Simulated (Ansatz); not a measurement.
Crystal: TiC.

```
CELL_PARAMETERS angstrom
0.00000 2.16572 2.16572
2.16572 0.00000 2.16572
2.16572 2.16572 0.00000
ATOMIC_POSITIONS crystal
Ti 0.00000 0.00000 0.00000
C 0.50000 0.50000 0.50000
```

The cell is a database's computed one.

Program: Ansatz 0.2.0. Alike in all runs: potentials or basis Ansatz PAW; no spin polarisation; cell as given; k mesh 11 × 11 × 11; smearing fermi-dirac 0.05 eV.

Q: Order these runs on this cell by their pressure, lowest first.
A. level m-r2SCAN; cutoff (eV) 500; points for each segment of the path 14
B. level revPBE; cutoff (eV) 420; points for each segment of the path 14
C. level LDA; cutoff (eV) 420

A: C (-12.6 GPa), A (-0.7 GPa), B (3.6 GPa).

Caveats: the PAW data sets come from PBE, with cores solved anew for the run's functional, which leaves a small shift of forces and pressure.
